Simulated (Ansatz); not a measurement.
## GaP under changes of volume

One of the cells (20.240 Å³/atom); the others are scaled copies at fixed shape and fractional positions:

```
Ga P
1.0
     0.00000    2.72525    2.72525
     2.72525    0.00000    2.72525
     2.72525    2.72525    0.00000
Ga P
1 1
Cartesian
  0.0000 0.0000 0.0000
  4.0879 4.0879 4.0879
```

* Program: Ansatz 0.2.0
* Functional: PBE
* Potentials or basis: Ansatz PAW
* Cutoff: 420 eV (not typed: the program's choice for these potentials)
* k mesh: 8 × 8 × 8
* Occupations: fermi-dirac, width 0.05 eV
* Spin: no spin polarisation

| volume (Å³/atom) | energy over the lowest point (meV/atom) | pressure (GPa) | gap on the mesh (eV) |
| --- | --- | --- | --- |
| 19.026 | 45.68 | 8.7 | 1.52 |
| 19.431 | ? | ? | ? |
| 19.836 | 13.00 | 4.4 | 1.61 |
| 20.240 | 4.36 | 2.5 | 1.64 |
| 20.645 | 0.18 | 0.8 | 1.61 |
| 21.050 | 0.00 | -0.7 | 1.51 |
| 21.455 | 3.40 | -2.0 | 1.35 |

What does the run at 19.431 Å³/atom give?

Energy over the lowest point 26.59 meV/atom; pressure 6.4 GPa; gap on the mesh 1.57 eV.

Worked out: A Birch-Murnaghan fit of order 3 (a polynomial in V^(-2/3)) to the other rows has its minimum at 20.87 Å³/atom with B0 = V·E''(V) = 77 GPa and B' = 4.5. It gives 26.58 meV/atom at 19.431 Å³/atom, against the run's 26.59, and -dE/dV = 6.4 GPa, against 6.4. A parabola through the other rows of the gap, of slope 3.16 eV per unit of ln V there, gives 1.60 eV, against the run's 1.57.

Energies are extrapolated to zero smearing.

A mesh can miss the band edges. Spin-orbit coupling on Ga is left out.
